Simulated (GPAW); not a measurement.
Crystal: MgB2.

```xyz
3
Lattice="3.0850 0.0000 0.0000 -1.5425 2.6717 0.0000 0.0000 0.0000 3.5230" Properties=species:S:1:pos:R:3 pbc="T T T"
Mg    0.0000    0.0000    0.0000
B     1.5425    0.8906    1.7615
B     0.0000    1.7811    1.7615
```

Program: GPAW 26.7.0. Alike in all runs: no spin polarisation; cell as given; k mesh 10 × 10 × 8; cutoff (eV) 800.

Order these runs on this cell by their pressure, lowest first.
A. level LDA; potentials or basis the program's PAW data sets (release 1.2.1) made for this functional, pw; smearing fermi-dirac 0.05 eV; band path GMKGALHA,LM,KH; band points 60
B. level revPBE; potentials or basis the program's PAW data sets (release 1.2.1) made for this functional, pw; smearing fermi-dirac 0.05 eV; band path GMKGALHA,LM,KH; band points 60
C. level PBEsol; potentials or basis PAW data sets generated in the run's folder for this functional, pw; smearing fermi-dirac 0.05 eV; band path GMKGALHA,LM,KH; band points 100
D. level PBE; potentials or basis GPAW PAW data sets (gpaw-data 1.2.1), pw; smearing gaussian 0.022 eV

A (-7.6 GPa), C (-3.1 GPa), D (-1.1 GPa), B (1.6 GPa).
